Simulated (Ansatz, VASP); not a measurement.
Ta in VASP and in Ansatz

```
CELL_PARAMETERS angstrom
0.00000 2.01292 2.01292
2.01292 0.00000 2.01292
2.01292 2.01292 0.00000
ATOMIC_POSITIONS crystal
Ta 0.00000 0.00000 0.00000
```

Alike in both runs: functional LDA; k mesh 17 × 17 × 17; occupations fermi-dirac, width 0.08 eV; no spin polarisation.

Ansatz relaxed the structure, and its values are those at the end. VASP's run is a single point on that final structure, the one shown.

|  | VASP | Ansatz |
| --- | --- | --- |
| version | VASP 6.6.1 | Ansatz 0.2.0 |
| potentials or method | VASP PAW LDA potentials, release 64 (Ta_pv) | PAW with Ansatz's default frozen-core files, scalar-relativistic |
| plane-wave cutoff (eV) | 520 | 420 |
| valence electrons in the cell | 11 | 13 |

```tsv
	VASP	Ansatz	Ansatz less VASP
pressure (GPa)	22.1	21.0	-1.07
```

The two sets of potentials don't hold the same shells in valence.

Caveats: so large a pressure means that the cell lies far from this level's equilibrium, or that cutoff or potentials fall short (VASP). The runs have no spin-orbit coupling, so splittings on Ta are missing.
